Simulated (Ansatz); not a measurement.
# Ruthenium, hcp under r²SCAN: testing the k-point mesh

A convergence test of the k-point mesh. The geometry was relaxed under r²SCAN beforehand and stays fixed; 8 values are run, from 2×2×1 to 19×19×11. Wanted are the values from which on the energy stays within 10 and 1 meV/atom, and the pressure within 0.5 GPa, of the last run. Within the series other settings stay, but some runs also write fields, which adds to their time. Spin polarisation is left out.

Program: Ansatz 0.2.0. Level of theory: DFT r²SCAN, plane waves with PAW, scalar-relativistic. These are calculated values, not measurements.

### Step 1. The system as given

It takes space group P6_3/mmc (No. 194, hexagonal). Conventional cell: a = 2.706 Å, b = 2.706 Å, c = 4.258 Å, α = 90.00°, β = 90.00°, γ = 120.00°. Ru (site symmetry -6m2) is surrounded by 12 Ru at 2.64 to 2.71 Å.

Coordinates:

```xyz
2
Lattice="2.7059 0.0000 0.0000 -1.3530 2.3434 0.0000 0.0000 0.0000 4.2579" Properties=species:S:1:pos:R:3 pbc="T T T"
Ru    0.0000    1.5623    1.0645
Ru    1.3530    0.7811    3.1934
```

### Step 2. With a k-mesh of 2×2×1

The run at 2×2×1.

Input file input.yaml:

```yaml
crystal:
  lattice:
    - [2.7059477279, 0.0, 0.0]
    - [-1.3529738639, 2.3434194737, 0.0]
    - [0.0, 0.0, 4.2579056513]
  atoms:
    - { symbol: Ru, position: [0.3333333333, 0.6666666667, 0.25] }
    - { symbol: Ru, position: [0.6666666667, 0.3333333333, 0.75] }
hamiltonian:
  xc: r2scan
  pseudopotentials:
    kind: paw
    azcp:
      Ru: "pseudopotentials/Ru.paw.azcp"
basis:
  ecutwfc: 500
  fft_grid_basis: typed
kpoints:
  mp_grid: { grid: [2, 2, 1], shift: [0, 0, 0] }
magnetization:
  spin_polarized: false
scf:
  occupations: { method: fermi_dirac, width: 0.1 }
  lower_state_search: "off"
output:
  stress: true
  write_density: true
  write_potential: true
  elf: true
  volumetric_format: npy
```

Command:

```bash
$ ansatz run input.yaml --threads 2 --pin off --max-ram 5120MiB --backend cpu --events-out ev --progress --plain --runs-dir out
```

Output, shortened:

```text
Warning: RAYON_NUM_THREADS=2 ignored (pool sized by the plan → 2); use --threads N
[...]
Pseudopotentials: kind: paw
Pseudopotential: Ru, paw, valence charge 16, recommended cutoff 500 eV (meta_gga), <dir>
Functional definition: r2SCAN
[...]
Crystal: 2 atoms, lattice volume = 27.000 Å³
Basis set: ecut = 500 eV, 687 PW (Γ), exchange–correlation on 80×80×128 points (64 copies of the dense FFT grid, shifted against one another)
Bands: 20, of which v1, the nominal top of the filled ones, is band 16 counted from 1 (15 counted from 0)
Symmetry: 24 space group operations
Space group: P63/mmc (ITA 194), of the structure as read, at distance tolerance 3.0e-5 Å
k-points: 2 of 4
[...]
SCF iter   1: F=-11780.813862 eV  HF=-11781.075211 eV  |F-HF|=2.61e-1  |Δ(HF+E_count)|=         —  Δρ=6.23e-2  dr2=5.88e-1  dr2_τ=5.06e-2  ethr=1.77e-3  ⟨swp⟩=5.5  Hψ=386  notcnv=0
[...]
SCF iter   8: F=-11780.984364 eV  HF=-11780.984364 eV  |F-HF|=4.87e-10  |Δ(HF+E_count)|=   4.22e-8  Δρ=2.14e-6  dr2=8.02e-10  dr2_τ=2.28e-10  ethr=3.13e-10  ⟨swp⟩=10.5  Hψ=306  notcnv=0
[...]
SCF converged after 8 iterations
Free energy (F): -11780.984364 eV
[...]
E sigma→0 (E₀):  -11780.888003 eV
Entropy (-TS):   -0.192722 eV (-96.361 meV/atom)
Fermi energy:    25.046513 eV
[...]
--- Stress (GPa, compression-positive) ---
        3.893416      -0.000000       0.000000
       -0.000000       3.893416      -0.000000
        0.000000      -0.000000      13.214680
  P = ⅓ Tr σ = 7.0005 GPa (70.005 kbar)
--- Band table (eV) ---
  k-point 0: bands = ["-51.4347", "-51.1998", "-20.9965", "-20.3231", "-20.3231", "-20.1334", "-20.1334", "-19.7052", "15.2885", "17.1737", "20.8386", "20.8386", "21.3435", "21.5638", "21.5638", "22.3689", "22.3689", "25.1336", "25.1336", "25.1916", "34.7017", "38.9451", "41.7226", "42.2462"]
[...]
```

Wall time 0.55 s (2 threads of Intel Xeon 6975P-C (Granite Rapids), shared host); peak memory 0.34 GiB.

### Step 3. With a k-mesh of 3×3×2

The run at 3×3×2.

input.yaml: that of step 2 with these lines changed.

```diff
@@ -18,3 +18,3 @@
 kpoints:
-  mp_grid: { grid: [2, 2, 1], shift: [0, 0, 0] }
+  mp_grid: { grid: [3, 3, 2], shift: [0, 0, 0] }
 magnetization:
@@ -26,5 +26 @@
   stress: true
-  write_density: true
-  write_potential: true
-  elf: true
-  volumetric_format: npy
```

Command:

```bash
$ ansatz run input.yaml --threads 2 --pin off --max-ram 5120MiB --backend cpu --events-out ev --progress --plain --runs-dir out
```

Output, shortened:

```text
Warning: RAYON_NUM_THREADS=2 ignored (pool sized by the plan → 2); use --threads N
[...]
[... 3 set-up lines as earlier in the session ...]
[...]
Crystal: 2 atoms, lattice volume = 27.000 Å³
Basis set: ecut = 500 eV, 687 PW (Γ), exchange–correlation on 80×80×128 points (64 copies of the dense FFT grid, shifted against one another)
Bands: 20, of which v1, the nominal top of the filled ones, is band 16 counted from 1 (15 counted from 0)
[... 2 set-up lines as earlier in the session ...]
k-points: 6 of 18
[...]
SCF iter   1: F=-11780.525056 eV  HF=-11780.506445 eV  |F-HF|=1.86e-2  |Δ(HF+E_count)|=         —  Δρ=1.26e-2  dr2=1.28e-2  dr2_τ=1.51e-2  ethr=1.77e-3  ⟨swp⟩=5.2  Hψ=1259  notcnv=0  defer=2
[...]
SCF iter   6: F=-11780.529416 eV  HF=-11780.529416 eV  |F-HF|=2.81e-8  |Δ(HF+E_count)|=   2.26e-6  Δρ=1.02e-5  dr2=1.53e-8  dr2_τ=1.29e-9  ethr=3.13e-10  ⟨swp⟩=4.8  Hψ=493  notcnv=0
[...]
SCF converged after 6 iterations
Free energy (F): -11780.529416 eV
[...]
E sigma→0 (E₀):  -11780.490134 eV
Entropy (-TS):   -0.078565 eV (-39.282 meV/atom)
Fermi energy:    23.967168 eV
[...]
--- Stress (GPa, compression-positive) ---
       26.539677      -0.000000       0.000000
       -0.000000      26.539677      -0.000000
        0.000000      -0.000000     -25.667240
  P = ⅓ Tr σ = 9.1374 GPa (91.374 kbar)
```

Run time: 0.47 s. Hardware: 2 threads of Intel Xeon 6975P-C (Granite Rapids), shared host; peak memory 0.34 GiB.

### Step 4. With a k-mesh of 5×5×3

The run at 5×5×3.

input.yaml: that of step 3 with these lines changed.

```diff
@@ -18,3 +18,3 @@
 kpoints:
-  mp_grid: { grid: [3, 3, 2], shift: [0, 0, 0] }
+  mp_grid: { grid: [5, 5, 3], shift: [0, 0, 0] }
 magnetization:
@@ -26 +26,5 @@
   stress: true
+  write_density: true
+  write_potential: true
+  elf: true
+  volumetric_format: npy
```

Command:

```bash
$ ansatz run input.yaml --threads 2 --pin off --max-ram 5120MiB --backend cpu --events-out ev --progress --plain --runs-dir out
```

Output, shortened:

```text
Warning: RAYON_NUM_THREADS=2 ignored (pool sized by the plan → 2); use --threads N
[...]
[... 3 set-up lines as earlier in the session ...]
[...]
Crystal: 2 atoms, lattice volume = 27.000 Å³
Basis set: ecut = 500 eV, 687 PW (Γ), exchange–correlation on 80×80×128 points (64 copies of the dense FFT grid, shifted against one another)
Bands: 20, of which v1, the nominal top of the filled ones, is band 16 counted from 1 (15 counted from 0)
[... 2 set-up lines as earlier in the session ...]
k-points: 10 of 75
[...]
SCF iter   1: F=-11781.449382 eV  HF=-11781.421943 eV  |F-HF|=2.74e-2  |Δ(HF+E_count)|=         —  Δρ=1.29e-2  dr2=1.30e-2  dr2_τ=1.29e-2  ethr=1.77e-3  ⟨swp⟩=5.0  Hψ=858  notcnv=0
[...]
SCF iter   6: F=-11781.452323 eV  HF=-11781.452323 eV  |F-HF|=1.65e-7  |Δ(HF+E_count)|=   6.41e-6  Δρ=2.68e-5  dr2=9.28e-8  dr2_τ=1.35e-8  ethr=3.13e-10  ⟨swp⟩=7.1  Hψ=1430  notcnv=0
[...]
SCF converged after 6 iterations
Free energy (F): -11781.452323 eV
[...]
E sigma→0 (E₀):  -11781.426277 eV
Entropy (-TS):   -0.052091 eV (-26.046 meV/atom)
Fermi energy:    23.646549 eV
[...]
--- Stress (GPa, compression-positive) ---
       -3.949744       0.000000      -0.000000
        0.000000      -3.949744      -0.000000
       -0.000000      -0.000000       5.072832
  P = ⅓ Tr σ = -0.9422 GPa (-9.422 kbar)
--- Band table (eV; the first three rows and the last of 10) ---
  k-point 0: bands = ["-51.6854", "-51.4507", "-21.4381", "-20.4378", "-20.4378", "-20.2464", "-20.2464", "-20.1676", "15.2252", "17.0734", "20.8731", "20.8731", "21.1445", "21.5961", "21.5961", "22.0991", "22.0991", "24.8664", "24.8664", "25.0247"]
[...]
```

Wall time 0.55 s (2 threads of Intel Xeon 6975P-C (Granite Rapids), shared host); peak memory 0.35 GiB.

### Step 5. With a k-mesh of 6×6×4

The run at 6×6×4.

input.yaml: that of step 4 with these lines changed.

```diff
@@ -18,3 +18,3 @@
 kpoints:
-  mp_grid: { grid: [5, 5, 3], shift: [0, 0, 0] }
+  mp_grid: { grid: [6, 6, 4], shift: [0, 0, 0] }
 magnetization:
@@ -26,5 +26 @@
   stress: true
-  write_density: true
-  write_potential: true
-  elf: true
-  volumetric_format: npy
```

Command:

```bash
$ ansatz run input.yaml --threads 2 --pin off --max-ram 5120MiB --backend cpu --events-out ev --progress --plain --runs-dir out
```

Output, shortened:

```text
Warning: RAYON_NUM_THREADS=2 ignored (pool sized by the plan → 2); use --threads N
[...]
[... 3 set-up lines as earlier in the session ...]
[...]
Crystal: 2 atoms, lattice volume = 27.000 Å³
Basis set: ecut = 500 eV, 687 PW (Γ), exchange–correlation on 80×80×128 points (64 copies of the dense FFT grid, shifted against one another)
Bands: 20, of which v1, the nominal top of the filled ones, is band 16 counted from 1 (15 counted from 0)
[... 2 set-up lines as earlier in the session ...]
k-points: 21 of 144
[...]
SCF iter   1: F=-11781.374225 eV  HF=-11781.353905 eV  |F-HF|=2.03e-2  |Δ(HF+E_count)|=         —  Δρ=1.11e-2  dr2=1.00e-2  dr2_τ=1.43e-2  ethr=1.77e-3  ⟨swp⟩=5.1  Hψ=4240  notcnv=0  defer=4
[...]
SCF iter   6: F=-11781.378284 eV  HF=-11781.378284 eV  |F-HF|=1.26e-8  |Δ(HF+E_count)|=   1.10e-6  Δρ=1.31e-5  dr2=1.68e-8  dr2_τ=2.65e-9  ethr=3.13e-10  ⟨swp⟩=4.9  Hψ=1740  notcnv=0
[...]
SCF converged after 6 iterations
Free energy (F): -11781.378284 eV
[...]
E sigma→0 (E₀):  -11781.341729 eV
Entropy (-TS):   -0.073110 eV (-36.555 meV/atom)
Fermi energy:    23.771822 eV
[...]
--- Stress (GPa, compression-positive) ---
        2.198295       0.000000      -0.000000
        0.000000       2.198295      -0.000000
       -0.000000      -0.000000      -1.556114
  P = ⅓ Tr σ = 0.9468 GPa (9.468 kbar)
```

It took 0.67 s on 2 threads of Intel Xeon 6975P-C (Granite Rapids), shared host; peak memory 0.36 GiB.

### Step 6. With a k-mesh of 8×8×5

The run at 8×8×5.

input.yaml: that of step 5 with these lines changed.

```diff
@@ -18,3 +18,3 @@
 kpoints:
-  mp_grid: { grid: [6, 6, 4], shift: [0, 0, 0] }
+  mp_grid: { grid: [8, 8, 5], shift: [0, 0, 0] }
 magnetization:
@@ -26 +26,5 @@
   stress: true
+  write_density: true
+  write_potential: true
+  elf: true
+  volumetric_format: npy
```

Command:

```bash
$ ansatz run input.yaml --threads 2 --pin off --max-ram 5120MiB --backend cpu --events-out ev --progress --plain --runs-dir out
```

Output, shortened:

```text
Warning: RAYON_NUM_THREADS=2 ignored (pool sized by the plan → 2); use --threads N
[...]
[... 3 set-up lines as earlier in the session ...]
[...]
Crystal: 2 atoms, lattice volume = 27.000 Å³
Basis set: ecut = 500 eV, 687 PW (Γ), exchange–correlation on 80×80×128 points (64 copies of the dense FFT grid, shifted against one another)
Bands: 20, of which v1, the nominal top of the filled ones, is band 16 counted from 1 (15 counted from 0)
[... 2 set-up lines as earlier in the session ...]
k-points: 30 of 320
[...]
SCF iter   1: F=-11781.466673 eV  HF=-11781.445831 eV  |F-HF|=2.08e-2  |Δ(HF+E_count)|=         —  Δρ=1.12e-2  dr2=1.02e-2  dr2_τ=1.41e-2  ethr=1.77e-3  ⟨swp⟩=4.7  Hψ=2566  notcnv=0
[...]
SCF iter   6: F=-11781.471502 eV  HF=-11781.471502 eV  |F-HF|=2.41e-8  |Δ(HF+E_count)|=   1.76e-6  Δρ=9.17e-6  dr2=7.80e-9  dr2_τ=6.15e-10  ethr=3.13e-10  ⟨swp⟩=10.0  Hψ=4550  notcnv=0
[...]
SCF converged after 6 iterations
Free energy (F): -11781.471502 eV
[...]
E sigma→0 (E₀):  -11781.452067 eV
Entropy (-TS):   -0.038870 eV (-19.435 meV/atom)
Fermi energy:    23.522143 eV
[...]
--- Stress (GPa, compression-positive) ---
       -1.105979       0.000000      -0.000000
        0.000000      -1.105979      -0.000000
       -0.000000      -0.000000       0.745854
  P = ⅓ Tr σ = -0.4887 GPa (-4.887 kbar)
--- Band table (eV; the first three rows and the last of 30) ---
  k-point 0: bands = ["-51.7928", "-51.5587", "-21.5479", "-20.5263", "-20.5263", "-20.3356", "-20.3356", "-20.2826", "15.1983", "17.0283", "20.8310", "20.8310", "21.0700", "21.5514", "21.5514", "22.0370", "22.0370", "24.7979", "24.7979", "24.9834"]
[...]
```

It took 0.84 s on 2 threads of Intel Xeon 6975P-C (Granite Rapids), shared host; peak memory 0.37 GiB.

### Step 7. With a k-mesh of 11×11×6

The run at 11×11×6.

input.yaml: that of step 6 with these lines changed.

```diff
@@ -18,3 +18,3 @@
 kpoints:
-  mp_grid: { grid: [8, 8, 5], shift: [0, 0, 0] }
+  mp_grid: { grid: [11, 11, 6], shift: [0, 0, 0] }
 magnetization:
@@ -26,5 +26 @@
   stress: true
-  write_density: true
-  write_potential: true
-  elf: true
-  volumetric_format: npy
```

Command:

```bash
$ ansatz run input.yaml --threads 2 --pin off --max-ram 5120MiB --backend cpu --events-out ev --progress --plain --runs-dir out
```

Output, shortened:

```text
Warning: RAYON_NUM_THREADS=2 ignored (pool sized by the plan → 2); use --threads N
[...]
[... 3 set-up lines as earlier in the session ...]
[...]
Crystal: 2 atoms, lattice volume = 27.000 Å³
Basis set: ecut = 500 eV, 687 PW (Γ), exchange–correlation on 80×80×128 points (64 copies of the dense FFT grid, shifted against one another)
Bands: 20, of which v1, the nominal top of the filled ones, is band 16 counted from 1 (15 counted from 0)
[... 2 set-up lines as earlier in the session ...]
k-points: 64 of 726
[...]
SCF iter   1: F=-11781.424903 eV  HF=-11781.404720 eV  |F-HF|=2.02e-2  |Δ(HF+E_count)|=         —  Δρ=1.10e-2  dr2=1.01e-2  dr2_τ=1.43e-2  ethr=1.77e-3  ⟨swp⟩=5.0  Hψ=12796  notcnv=0  defer=13
[...]
SCF iter   6: F=-11781.429281 eV  HF=-11781.429281 eV  |F-HF|=1.34e-8  |Δ(HF+E_count)|=   1.23e-6  Δρ=1.15e-5  dr2=1.15e-8  dr2_τ=2.54e-9  ethr=3.13e-10  ⟨swp⟩=5.0  Hψ=5345  notcnv=0
[...]
SCF converged after 6 iterations
Free energy (F): -11781.429281 eV
[...]
E sigma→0 (E₀):  -11781.400324 eV
Entropy (-TS):   -0.057914 eV (-28.957 meV/atom)
Fermi energy:    23.505333 eV
[...]
--- Stress (GPa, compression-positive) ---
       -0.488348       0.000000      -0.000000
        0.000000      -0.488348      -0.000000
       -0.000000      -0.000000       1.252268
  P = ⅓ Tr σ = 0.0919 GPa (0.919 kbar)
```

Wall time 1.3 s (2 threads of Intel Xeon 6975P-C (Granite Rapids), shared host); peak memory 0.4 GiB.

### Step 8. With a k-mesh of 14×14×8

The run at 14×14×8.

input.yaml: that of step 7 with these lines changed.

```diff
@@ -18,3 +18,3 @@
 kpoints:
-  mp_grid: { grid: [11, 11, 6], shift: [0, 0, 0] }
+  mp_grid: { grid: [14, 14, 8], shift: [0, 0, 0] }
 magnetization:
```

Command:

```bash
$ ansatz run input.yaml --threads 2 --pin off --max-ram 5120MiB --backend cpu --events-out ev --progress --plain --runs-dir out
```

Output, shortened:

```text
Warning: RAYON_NUM_THREADS=2 ignored (pool sized by the plan → 2); use --threads N
[...]
[... 3 set-up lines as earlier in the session ...]
[...]
Crystal: 2 atoms, lattice volume = 27.000 Å³
Basis set: ecut = 500 eV, 687 PW (Γ), exchange–correlation on 80×80×128 points (64 copies of the dense FFT grid, shifted against one another)
Bands: 20, of which v1, the nominal top of the filled ones, is band 16 counted from 1 (15 counted from 0)
[... 2 set-up lines as earlier in the session ...]
k-points: 120 of 1568
[...]
SCF iter   1: F=-11781.430359 eV  HF=-11781.410471 eV  |F-HF|=1.99e-2  |Δ(HF+E_count)|=         —  Δρ=1.10e-2  dr2=1.02e-2  dr2_τ=1.43e-2  ethr=1.77e-3  ⟨swp⟩=5.0  Hψ=24009  notcnv=0  defer=19
[...]
SCF iter   6: F=-11781.434738 eV  HF=-11781.434738 eV  |F-HF|=1.56e-8  |Δ(HF+E_count)|=   1.08e-6  Δρ=1.06e-5  dr2=9.43e-9  dr2_τ=1.64e-9  ethr=3.13e-10  ⟨swp⟩=5.0  Hψ=9995  notcnv=0
[...]
SCF converged after 6 iterations
Free energy (F): -11781.434738 eV
[...]
E sigma→0 (E₀):  -11781.407206 eV
Entropy (-TS):   -0.055064 eV (-27.532 meV/atom)
Fermi energy:    23.560176 eV
[...]
--- Stress (GPa, compression-positive) ---
       -0.181989       0.000000      -0.000000
        0.000000      -0.181989      -0.000000
       -0.000000      -0.000000       0.615431
  P = ⅓ Tr σ = 0.0838 GPa (0.838 kbar)
```

Run time: 2 s. Hardware: 2 threads of Intel Xeon 6975P-C (Granite Rapids), shared host; peak memory 0.44 GiB.

### Step 9. With a k-mesh of 19×19×11

The run at 19×19×11.

input.yaml: that of step 8 with these lines changed.

```diff
@@ -18,3 +18,3 @@
 kpoints:
-  mp_grid: { grid: [14, 14, 8], shift: [0, 0, 0] }
+  mp_grid: { grid: [19, 19, 11], shift: [0, 0, 0] }
 magnetization:
@@ -26 +26,5 @@
   stress: true
+  write_density: true
+  write_potential: true
+  elf: true
+  volumetric_format: npy
```

Command:

```bash
$ ansatz run input.yaml --threads 2 --pin off --max-ram 5120MiB --backend cpu --events-out ev --progress --plain --runs-dir out
```

Output, shortened:

```text
Warning: RAYON_NUM_THREADS=2 ignored (pool sized by the plan → 2); use --threads N
[...]
[... 3 set-up lines as earlier in the session ...]
[...]
Crystal: 2 atoms, lattice volume = 27.000 Å³
Basis set: ecut = 500 eV, 687 PW (Γ), exchange–correlation on 80×80×128 points (64 copies of the dense FFT grid, shifted against one another)
Bands: 20, of which v1, the nominal top of the filled ones, is band 16 counted from 1 (15 counted from 0)
[... 2 set-up lines as earlier in the session ...]
k-points: 240 of 3971
[...]
SCF iter   1: F=-11781.433343 eV  HF=-11781.413562 eV  |F-HF|=1.98e-2  |Δ(HF+E_count)|=         —  Δρ=1.10e-2  dr2=1.02e-2  dr2_τ=1.43e-2  ethr=1.77e-3  ⟨swp⟩=5.0  Hψ=48531  notcnv=0  defer=35
[...]
SCF iter   6: F=-11781.437686 eV  HF=-11781.437686 eV  |F-HF|=1.26e-8  |Δ(HF+E_count)|=   1.08e-6  Δρ=1.32e-5  dr2=1.68e-8  dr2_τ=3.89e-9  ethr=3.13e-10  ⟨swp⟩=12.8  Hψ=40809  notcnv=0
[...]
SCF converged after 6 iterations
Free energy (F): -11781.437686 eV
[...]
E sigma→0 (E₀):  -11781.412997 eV
Entropy (-TS):   -0.049380 eV (-24.690 meV/atom)
Fermi energy:    23.563058 eV
[...]
--- Stress (GPa, compression-positive) ---
       -0.270129      -0.000000      -0.000000
        0.000000      -0.270129      -0.000000
       -0.000000      -0.000000       0.470175
  P = ⅓ Tr σ = -0.0234 GPa (-0.234 kbar)
--- Band table (eV; the first three rows and the last of 240) ---
  k-point 0: bands = ["-51.7979", "-51.5639", "-21.5500", "-20.5324", "-20.5324", "-20.3417", "-20.3417", "-20.2850", "15.1964", "17.0274", "20.8264", "20.8264", "21.0716", "21.5469", "21.5469", "22.0342", "22.0342", "24.7935", "24.7935", "24.9826", "34.5388", "38.9627", "41.6171", "42.2481"]
[...]
```

It took 4.9 s on 2 threads of Intel Xeon 6975P-C (Granite Rapids), shared host; peak memory 0.52 GiB.

### Step 10. Convergence table

Differences are taken from the run at 19×19×11.

| k-mesh | k-points | E(σ → 0) (meV/atom) | P (GPa) | SCF cycles | CPU time |
| --- | --- | --- | --- | --- | --- |
| 2×2×1 | 2 | 262.50 | 7.00 | 8 | 0.84 s |
| 3×3×2 | 6 | 461.43 | 9.14 | 6 | 0.73 s |
| 5×5×3 | 10 | -6.64 | -0.94 | 6 | 0.9 s |
| 6×6×4 | 21 | 35.63 | 0.95 | 6 | 1.1 s |
| 8×8×5 | 30 | -19.54 | -0.49 | 6 | 1.4 s |
| 11×11×6 | 64 | 6.34 | 0.09 | 6 | 2.3 s |
| 14×14×8 | 120 | 2.90 | 0.08 | 6 | 3.8 s |
| 19×19×11 | 240 | 0.00 | -0.02 | 6 | 9.4 s |

### Step 11. Summary of results

| quantity | value |
| --- | --- |
| E(σ → 0) stays within 10 meV/atom of 19×19×11 | from 11×11×6 on |
| E(σ → 0) stays within 1 meV/atom | not reached before 19×19×11 |
| pressure stays within 0.5 GPa | from 8×8×5 on |
| pressure at 19×19×11 | -0.02 GPa |
| CPU time, dearest over cheapest | 13 |
| energy of a separate run on a finer mesh (22×22×12) | -0.2 meV/atom from 19×19×11 |

In words: The far end, 2×2×1, lies +262.5 meV/atom and +7.0 GPa from the yardstick. Convergence in k is not monotonic; the energy swings about its limit. The energy has not settled to 1 meV/atom before the last mesh. Metals converge slowly, as the Fermi surface must be resolved. A run on a finer mesh agrees with the yardstick to 1 meV/atom.
